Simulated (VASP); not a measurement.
# TePb (Fm-3m) in VASP: further runs

TePb is run at these levels: r2SCAN; tasks: single point, relaxation of cell and atoms.

Everything below comes from runs of VASP 6.6.1. Logs are shortened: lines on timing, memory, paths and dates and some standing lists are left out, and cuts for length are marked.

**Measured values to compare with.**

A printed reference work, monograph reports, for a bulk crystal of TePb at 4.2 K: band gap 0.19 eV (direct).

How close the calculation comes is told below.

**1. The cell of the first run**

It takes space group Fm-3m (No. 225, cubic). Conventional cell: a = 6.536 Å, b = 6.536 Å, c = 6.536 Å, α = 90.00°, β = 90.00°, γ = 90.00°. Within 4.3 Å of Te (site symmetry m-3m) lie 6 Pb at 3.27 Å. Pb (site symmetry m-3m) has 6 Te at 3.27 Å within 4.3 Å.

**2. Single point, r2SCAN**

Input file POSCAR:

```
TePb
1.0
    0.0000000000      3.2679082930      3.2679082930
    3.2679082930      0.0000000000      3.2679082930
    3.2679082930      3.2679082930      0.0000000000
Te Pb
1 1
Direct
    0.5000000000      0.5000000000      0.5000000000
    0.0000000000      0.0000000000      0.0000000000
```

Input file INCAR.step1:

```
ALGO     = Normal         # electronic algorithm
EDIFF    = 1E-4           # SCF threshold, eV
ENCUT    = 520            # plane-wave cutoff, eV
GGA      = PE             # functional
ISMEAR   = 0              # smearing method
LASPH    = True           # aspherical terms in the spheres
LCHARG   = False          # write CHGCAR
LREAL    = False          # projectors in reciprocal space
LWAVE    = True           # write WAVECAR
NBANDS   = 17             # bands
NELM     = 80             # most SCF steps
PREC     = Accurate       # precision mode
SIGMA    = 0.01           # smearing width, eV
```

Input file INCAR.step2:

```
ALGO     = Normal         # electronic algorithm
EDIFF    = 1E-7           # SCF threshold, eV
ENCUT    = 520            # plane-wave cutoff, eV
ISIF     = 2              # what is computed and relaxed
ISMEAR   = 0              # smearing method
ISTART   = 1            
LASPH    = True           # aspherical terms in the spheres
LCHARG   = False          # write CHGCAR
LMIXTAU  = True         
LREAL    = False          # projectors in reciprocal space
LWAVE    = False          # write WAVECAR
METAGGA  = R2SCAN         # meta-GGA
NBANDS   = 17             # bands
NELM     = 80             # most SCF steps
PREC     = Accurate       # precision mode
SIGMA    = 0.01           # smearing width, eV
```

Input file KPOINTS:

```
k-points
0
Gamma
  6 6 6
```

Potentials or basis: VASP PAW PBE potentials, release 64 (Te, Pb_d).

Started as:

```sh
cat potpaw_PBE.64/Te/POTCAR potpaw_PBE.64/Pb_d/POTCAR > POTCAR
cp INCAR.step1 INCAR
mpirun -np 1 vasp_std > vasp.out
cp INCAR.step2 INCAR
mpirun -np 1 vasp_std > vasp.out
```

OUTCAR:

```text
EDIFF = 1E-7
   ENCUT = 520
   ISIF = 2
   ISMEAR = 0
   ISTART = 1
   LASPH = True
   LREAL = False
   METAGGA = R2SCAN
   NELM = 80
   PREC = Accurate

 ion  position               nearest neighbor table
   1  0.500  0.500  0.500-   2 3.27   2 3.27   2 3.27   2 3.27   2 3.27   2 3.27
   2  0.000  0.000  0.000-   1 3.27   1 3.27   1 3.27   1 3.27   1 3.27   1 3.27

  LATTYP: Found a face centered cubic cell.
 ALAT       =     6.5358165860

  Lattice vectors:

 A1 = (   0.0000000000,   3.2679082930,   3.2679082930)
 A2 = (   3.2679082930,   0.0000000000,   3.2679082930)
 A3 = (   3.2679082930,   3.2679082930,   0.0000000000)

Analysis of symmetry for initial positions (statically):
=====================================================================
 Subroutine PRICEL returns:
 Original cell was already a primitive cell.

 Routine SETGRP: Setting up the symmetry group for a
 face centered cubic supercell.

 Subroutine GETGRP returns: Found 48 space group operations
 (whereof 48 operations were pure point group operations)
 out of a pool of 48 trial point group operations.

The static configuration has the point symmetry O_h .

Analysis of symmetry for dynamics (positions and initial velocities):
=====================================================================
 Subroutine PRICEL returns:
 Original cell was already a primitive cell.

 Routine SETGRP: Setting up the symmetry group for a
 face centered cubic supercell.

 Subroutine GETGRP returns: Found 48 space group operations
 (whereof 48 operations were pure point group operations)
 out of a pool of 48 trial point group operations.

The dynamic configuration has the point symmetry O_h .

 Subroutine INISYM returns: Found 48 space group operations
 (whereof 48 operations are pure point group operations),
 and found     1 'primitive' translations

----------------------------------------------------------------------------------------

                                     Primitive cell

  volume of cell :      69.7975

  direct lattice vectors                    reciprocal lattice vectors
     0.000000000  3.267908293  3.267908293    -0.153003070  0.153003070  0.153003070
     3.267908293  0.000000000  3.267908293     0.153003070 -0.153003070  0.153003070
     3.267908293  3.267908293  0.000000000     0.153003070  0.153003070 -0.153003070

  length of vectors
     4.621520229  4.621520229  4.621520229     0.265009090  0.265009090  0.265009090

  position of ions in fractional coordinates (direct lattice)
     0.500000000  0.500000000  0.500000000
     0.000000000  0.000000000  0.000000000

  ion indices of the primitive-cell ions
   primitive index   ion index
                 1           1
                 2           2

----------------------------------------------------------------------------------------

 KPOINTS: k-points

Automatic generation of k-mesh.
 Grid dimensions read from file:
 generate k-points for:    6    6    6

 Generating k-lattice:

  Cartesian coordinates                     Fractional coordinates (reciprocal lattice)
    -0.025500512  0.025500512  0.025500512     0.166666667  0.000000000  0.000000000
     0.025500512 -0.025500512  0.025500512     0.000000000  0.166666667  0.000000000
     0.025500512  0.025500512 -0.025500512     0.000000000  0.000000000  0.166666667

  Length of vectors
     0.044168182  0.044168182  0.044168182

  Shift w.r.t. Gamma in fractional coordinates (k-lattice)
     0.000000000  0.000000000  0.000000000

 Subroutine IBZKPT returns following result:
 ===========================================

 Found     16 irreducible k-points:

 Following reciprocal coordinates:
            Coordinates               Weight
  0.000000  0.000000  0.000000      1.000000
  0.166667  0.000000  0.000000      8.000000
  0.333333  0.000000  0.000000      8.000000
  0.500000  0.000000  0.000000      4.000000
  0.166667  0.166667  0.000000      6.000000
  0.333333  0.166667  0.000000     24.000000
[... 8 lines left out ...]
 -0.333333  0.333333  0.166667     24.000000
[... 41 lines left out ...]

  energy without entropy =      -82.70640349  energy(sigma->0) =      -82.70640349

 E-fermi :   5.1134     XC(G=0):  -9.6526

 val. band max:        5.0660408877   @ k =   0.5000   0.0000   0.0000
 cond. band min:       6.1594306787   @ k =   0.5000   0.0000   0.0000
 fundamental gap:      1.0933897911
 Fermi energy:         5.1134357750

 k-point     1 :       0.0000    0.0000    0.0000
  band No.  band energies     occupation
      1     -12.2496      2.00000
      2     -12.2496      2.00000
      3     -12.2405      2.00000
      4     -12.2405      2.00000
      5     -12.2405      2.00000
      6      -7.1539      2.00000
[... 9 lines left out ...]
     16      11.3337      0.00000
     17      13.0062      0.00000

 k-point     2 :       0.1667    0.0000    0.0000
  band No.  band energies     occupation
      1     -12.2527      2.00000
      2     -12.2527      2.00000
      3     -12.2399      2.00000
      4     -12.2372      2.00000
      5     -12.2372      2.00000
      6      -6.9171      2.00000
[... 9 lines left out ...]
     16      11.8440      0.00000
     17      14.5725      0.00000

 k-point     3 :       0.3333    0.0000    0.0000
  band No.  band energies     occupation
      1     -12.2599      2.00000
      2     -12.2599      2.00000
      3     -12.2387      2.00000
      4     -12.2294      2.00000
      5     -12.2294      2.00000
      6      -6.2741      2.00000
[... 9 lines left out ...]
     16      13.2196      0.00000
     17      16.4860      0.00000

 k-point     4 :       0.5000    0.0000    0.0000
  band No.  band energies     occupation
      1     -12.2637      2.00000
      2     -12.2636      2.00000
      3     -12.2382      2.00000
      4     -12.2255      2.00000
      5     -12.2255      2.00000
      6      -5.7322      2.00000
[... 9 lines left out ...]
     16      14.7838      0.00000
     17      14.7838      0.00000
[... 183 lines left out ...]
      1     -12.2807      2.00000
      2     -12.2517      2.00000
      3     -12.2402      2.00000
      4     -12.2271      2.00000
      5     -12.2241      2.00000
      6      -5.8150      2.00000
[... 9 lines left out ...]
     16      14.6338      0.00000
     17      15.1540      0.00000

 k-point    15 :      -0.3333    0.3333    0.1667
  band No.  band energies     occupation
      1     -12.2836      2.00000
      2     -12.2544      2.00000
      3     -12.2341      2.00000
      4     -12.2321      2.00000
      5     -12.2209      2.00000
      6      -5.4462      2.00000
[... 9 lines left out ...]
     16      15.8128      0.00000
     17      16.1236      0.00000

 k-point    16 :      -0.3333    0.5000    0.1667
  band No.  band energies     occupation
      1     -12.2956      2.00000
      2     -12.2479      2.00000
      3     -12.2415      2.00000
      4     -12.2260      2.00000
      5     -12.2179      2.00000
      6      -5.3834      2.00000
[... 9 lines left out ...]
     16      16.2239      0.00000
     17      17.0908      0.00000

------------------------ aborting loop because EDIFF is reached ----------------------------------------

  FORCE on cell =-STRESS in cart. coord.  units (eV):
  Direction    XX          YY          ZZ          XY          YZ          ZX
  --------------------------------------------------------------------------------------
  -------------------------------------------------------------------------------------
  Total       -0.0077962     -0.0077962     -0.0077962      0.0000000      0.0000000     -0.0000000
  in kB       -0.1789585     -0.1789585     -0.1789585      0.0000000      0.0000000     -0.0000000
  external PRESSURE =      -0.1789585 kB  Pullay stress =       0.0000000 kB

 VOLUME and BASIS-vectors are now :
 -----------------------------------------------------------------------------
  energy-cutoff  :      520.00
  volume of cell :       69.80
      direct lattice vectors                 reciprocal lattice vectors
     0.000000000  3.267908293  3.267908293    -0.153003070  0.153003070  0.153003070
     3.267908293  0.000000000  3.267908293     0.153003070 -0.153003070  0.153003070
     3.267908293  3.267908293  0.000000000     0.153003070  0.153003070 -0.153003070

 POSITION                                       TOTAL-FORCE (eV/Angst)
 -----------------------------------------------------------------------------------
      3.26791      3.26791      3.26791        -0.000000      0.000000      0.000000
      0.00000      0.00000      0.00000         0.000000     -0.000000     -0.000000
 -----------------------------------------------------------------------------------
    total drift:                               -0.000000      0.000000      0.000000

  FREE ENERGIE OF THE ION-ELECTRON SYSTEM (eV)
  ---------------------------------------------------
  free  energy   TOTEN  =       -82.7064034889 eV

  energy  without entropy=      -82.7064034889  energy(sigma->0) =      -82.70640349
```

Wall time 56 s (1 thread of Intel Xeon 6975P-C (Granite Rapids), shared host); peak memory 0.21 GiB.

Results:

```yaml
Free_energy: -82.7064 eV
Pressure: 0.0 GPa
Band_gap_on_the_k_mesh: 1.09 eV
```

Levels at points of the mesh, in eV from the valence-band top:
```tsv
k point	band 6	band 7	band 8	band 9	band 10	band 11	band 12	band 13	band 14	band 15
(0.00, 0.00, 0.00)	-12.22	-5.72	-1.35	-1.35	-1.35	4.32	4.32	4.32	6.27	6.27
(0.50, 0.00, 0.00)	-10.80	-8.71	-0.90	-0.90	0.00	1.09	1.51	1.51	8.91	9.61
(0.50, 0.50, 0.00)	-10.56	-7.44	-4.41	-2.76	-2.76	3.74	5.71	5.71	6.97	10.46
```

Caveat: the PAW data sets were made with another functional, which shifts forces and pressure a little; spin-orbit coupling is left out, which moves the levels of the heavy elements.

**3. Single point, r2SCAN**

POSCAR is that of step 2.

Input file INCAR.step1:

```
SYSTEM = TePb
PREC     = Accurate       ! precision mode
ENCUT    = 520            ! plane-wave cutoff, eV
ISMEAR   = 1              ! smearing method
SIGMA    = 0.05           ! smearing width, eV
LREAL    = .False.        ! projectors in reciprocal space
LASPH    = .True.         ! aspherical terms in the spheres
NELM     = 80             ! most SCF steps
NBANDS   = 17             ! bands
GGA      = PE             ! functional
ALGO     = Normal         ! electronic algorithm
EDIFF    = 1E-4           ! SCF threshold, eV
LWAVE    = .True.         ! write WAVECAR
LCHARG   = .False.        ! write CHGCAR
```

Input file INCAR.step2:

```
SYSTEM = TePb
PREC     = Accurate       ! precision mode
ENCUT    = 520            ! plane-wave cutoff, eV
EDIFF    = 1E-6           ! SCF threshold, eV
ISMEAR   = 1              ! smearing method
SIGMA    = 0.05           ! smearing width, eV
LREAL    = .False.        ! projectors in reciprocal space
LASPH    = .True.         ! aspherical terms in the spheres
NELM     = 80             ! most SCF steps
ALGO     = Normal         ! electronic algorithm
ISIF     = 2              ! what is computed and relaxed
LWAVE    = .False.        ! write WAVECAR
LCHARG   = .False.        ! write CHGCAR
METAGGA  = R2SCAN         ! meta-GGA
LMIXTAU  = .True.       
NBANDS   = 17             ! bands
ISTART   = 1
```

Input file KPOINTS:

```
regular mesh
0
Gamma
  6 6 6
  0 0 0
```

Potentials or basis: VASP PAW PBE potentials, release 64 (Te, Pb_d).

Started as:

```sh
cat potpaw_PBE.64/Te/POTCAR potpaw_PBE.64/Pb_d/POTCAR > POTCAR
cp INCAR.step1 INCAR
mpirun -np 1 vasp_std > vasp.out
cp INCAR.step2 INCAR
mpirun -np 1 vasp_std > vasp.out
```

It took 37 s on 1 thread of Intel Xeon 6975P-C (Granite Rapids), shared host; peak memory 0.21 GiB.

It converged, with:

```yaml
Free_energy: -82.7063 eV
Pressure: 0.0 GPa
Band_gap_on_the_k_mesh: 1.09 eV
```

Levels at points of the mesh, in eV from the valence-band top:
```
           k point  band 7  band 8  band 9  band 10  band 11  band 12  band 13  band 14
(0.00, 0.00, 0.00)   -5.72   -1.35   -1.35    -1.35     4.32     4.32     4.32     6.27
(0.50, 0.00, 0.00)   -8.71   -0.90   -0.90     0.00     1.09     1.51     1.51     8.91
(0.50, 0.50, 0.00)   -7.44   -4.41   -2.76    -2.76     3.74     5.71     5.71     6.97
```

Caveat: the PAW data sets were made with another functional, which shifts forces and pressure a little; spin-orbit coupling is left out, which moves the levels of the heavy elements.

**4. Single point, r2SCAN**

POSCAR is that of step 3.

Input file INCAR.step1:

```
ALGO = Normal ; EDIFF = 1E-4
ENCUT = 520 ; GGA = PE
ISMEAR = -1 ; LASPH = T
LCHARG = F ; LREAL = F
LWAVE = T ; NBANDS = 17
NELM = 100 ; PREC = Accurate
SIGMA = 0.08
```

Input file INCAR.step2:

```
ALGO = Normal ; EDIFF = 1E-7
ENCUT = 520 ; ISIF = 2
ISMEAR = -1 ; ISTART = 1
LASPH = T ; LCHARG = T
LELF = T ; LMIXTAU = T
LREAL = F ; LVHAR = T
LWAVE = F ; METAGGA = R2SCAN
NBANDS = 17 ; NELM = 100
PREC = Accurate ; SIGMA = 0.08
```

Input file KPOINTS:

```
k-points
0
Gamma
  10 10 10
```

Started as:

```sh
cat potpaw_PBE.64/Te/POTCAR potpaw_PBE.64/Pb_d/POTCAR > POTCAR
cp INCAR.step1 INCAR
mpirun -np 1 vasp_std > vasp.out
cp INCAR.step2 INCAR
mpirun -np 1 vasp_std > vasp.out
```

Run time: 1.8 min. Hardware: 1 thread of Intel Xeon 6975P-C (Granite Rapids), shared host; peak memory 0.24 GiB.

It converged, with:

```yaml
Free_energy: -82.7063 eV
Pressure: 0.0 GPa
Band_gap_on_the_k_mesh: 1.09 eV
```

Levels at points of the mesh, in eV from the valence-band top:
```tsv
k point	band 8	band 9	band 10	band 11	band 12	band 13
(0.00, 0.00, 0.00)	-1.35	-1.35	-1.35	4.32	4.32	4.32
(0.50, 0.00, 0.00)	-0.90	-0.90	0.00	1.09	1.51	1.51
(0.50, 0.50, 0.00)	-4.41	-2.76	-2.76	3.74	5.71	5.71
```

Caveat: the PAW data sets were made with another functional, which shifts forces and pressure a little; spin-orbit coupling is left out, which moves the levels of the heavy elements. A k mesh can miss the band edges.

**5. Relaxation of cell and atoms, r2SCAN**

This run uses another cell than the first one, of 33.73 Å³/atom.

Input file POSCAR:

```
TePb
1.0
    0.0000000000      3.2310000000      3.2310000000
    3.2310000000      0.0000000000      3.2310000000
    3.2310000000      3.2310000000      0.0000000000
Te Pb
1 1
Direct
    0.5000000000      0.5000000000      0.5000000000
    0.0000000000      0.0000000000      0.0000000000
```

Input file INCAR.step1:

```
SYSTEM = TePb
ALGO     = Normal         ! electronic algorithm
EDIFF    = 1E-4           ! SCF threshold, eV
ENCUT    = 600            ! plane-wave cutoff, eV
GGA      = PE             ! functional
ISMEAR   = -1             ! smearing method
LASPH    = .TRUE.         ! aspherical terms in the spheres
LCHARG   = .FALSE.        ! write CHGCAR
LREAL    = .FALSE.        ! projectors in reciprocal space
LWAVE    = .TRUE.         ! write WAVECAR
NELM     = 80             ! most SCF steps
PREC     = Accurate       ! precision mode
SIGMA    = 0.08           ! smearing width, eV
```

Input file INCAR.step2:

```
SYSTEM = TePb
ALGO     = Normal         ! electronic algorithm
EDIFF    = 1E-6           ! SCF threshold, eV
EDIFFG   = -0.002         ! ionic threshold
ENCUT    = 600            ! plane-wave cutoff, eV
IBRION   = 2              ! ionic algorithm
ISIF     = 3              ! what is computed and relaxed
ISMEAR   = -1             ! smearing method
ISTART   = 1            
LASPH    = .TRUE.         ! aspherical terms in the spheres
LCHARG   = .FALSE.        ! write CHGCAR
LMIXTAU  = .TRUE.       
LREAL    = .FALSE.        ! projectors in reciprocal space
LWAVE    = .FALSE.        ! write WAVECAR
METAGGA  = R2SCAN         ! meta-GGA
NELM     = 80             ! most SCF steps
NSW      = 100            ! ionic steps
PREC     = Accurate       ! precision mode
SIGMA    = 0.08           ! smearing width, eV
```

Input file KPOINTS:

```
k-points
0
G
  10 10 10
  0 0 0
```

Started as:

```sh
cat potpaw_PBE.64/Te/POTCAR potpaw_PBE.64/Pb_d/POTCAR > POTCAR
cp INCAR.step1 INCAR
mpirun -np 1 vasp_std > vasp.out
cp INCAR.step2 INCAR
mpirun -np 1 vasp_std > vasp.out
```

It took 5.6 min on 1 thread of Intel Xeon 6975P-C (Granite Rapids), shared host; peak memory 0.29 GiB.

Results (log left out):

```
Free energy                           : -82.7066 eV
Relaxed volume                        : 34.88 Å³/atom
Relaxed cell                          : a = 4.621 Å, b = 4.621 Å, c = 4.621 Å, α = 60.00°, β = 60.00°, γ = 60.00°
Space group after relaxing (to 0.1 Å) : Fm-3m (No. 225)
Energy gained by relaxing             : 5.4 meV/atom
Ionic steps                           : 3
Pressure after relaxing               : 0.0 GPa
Band gap on the k mesh                : 1.09 eV
```

Step by step:
```csv
step,energy change (eV),largest force (eV/Å),pressure (GPa),volume (Å³)
1,0.0000,0.0000,1.54,67.46
2,-0.0093,0.0000,-0.53,70.67
3,-0.0108,0.0000,0.01,69.77
```

Final structure:
```
Te Pb
1.0
     0.00000    3.26745    3.26745
     3.26745    0.00000    3.26745
     3.26745    3.26745    0.00000
Te Pb
1 1
Direct
  0.50000 0.50000 0.50000
  0.00000 0.00000 0.00000
```

Levels at points of the mesh, in eV from the valence-band top:
| k point | band 6 | band 7 | band 8 | band 9 | band 10 | band 11 | band 12 | band 13 | band 14 |
| --- | --- | --- | --- | --- | --- | --- | --- | --- | --- |
| (0.00, 0.00, 0.00) | -12.22 | -5.72 | -1.35 | -1.35 | -1.35 | 4.32 | 4.32 | 4.32 | 6.27 |
| (0.50, 0.00, 0.00) | -10.80 | -8.71 | -0.90 | -0.90 | 0.00 | 1.09 | 1.51 | 1.51 | 8.91 |
| (0.50, 0.50, 0.00) | -10.56 | -7.44 | -4.41 | -2.76 | -2.76 | 3.74 | 5.71 | 5.71 | 6.97 |

Caveat: the PAW data sets were made with another functional, which shifts forces and pressure a little; spin-orbit coupling is left out, which moves the levels of the heavy elements. A k mesh can miss the band edges.

**6. Summary**

| task | cell | k mesh | cutoff (eV) | smearing | gap on the mesh (eV) | pressure (GPa) |
| --- | --- | --- | --- | --- | --- | --- |
| single point | a = 4.622 Å, angles 60.0°, 2 atoms | 6 × 6 × 6 | 520 | gaussian 0.01 eV | 1.09 | 0.0 |
| single point | a = 4.622 Å, angles 60.0°, 2 atoms | 6 × 6 × 6 | 520 | methfessel-paxton 0.05 eV | 1.09 | 0.0 |
| single point | a = 4.622 Å, angles 60.0°, 2 atoms | 10 × 10 × 10 | 520 | fermi-dirac 0.08 eV | 1.09 | 0.0 |
| relaxation of cell and atoms | relaxed from a = 4.569 Å, angles 60.0°, 2 atoms | 10 × 10 × 10 | 600 | fermi-dirac 0.08 eV | 1.09 | 0.0 |

Alike in all rows: level r2SCAN; potentials or basis VASP PAW PBE potentials, release 64 (Te, Pb_d); no spin polarisation.

Caveats: the PAW data sets were made with another functional, which shifts forces and pressure a little; spin-orbit coupling is left out, which moves the levels of the heavy elements.

Total energies depend on the potentials used, so only differences within one code and one set of settings carry meaning.

**7. Comparison with measurements**

Step 2. Measured gap of TePb: 0.19 eV (direct; 4.2 K; a printed reference work, monograph). This calculation gives 1.09 eV (+0.90 eV). Spin-orbit coupling on Pb, Te is left out. The value is that of r2SCAN on a finite k mesh, which can miss the band edges, without temperature or zero-point motion.

Step 3. Measured gap of TePb: 0.19 eV (direct; 4.2 K; a printed reference work, monograph). This calculation gives 1.09 eV (+0.90 eV). Spin-orbit coupling on Pb, Te is left out. The value is that of r2SCAN on a finite k mesh, which can miss the band edges, without temperature or zero-point motion.
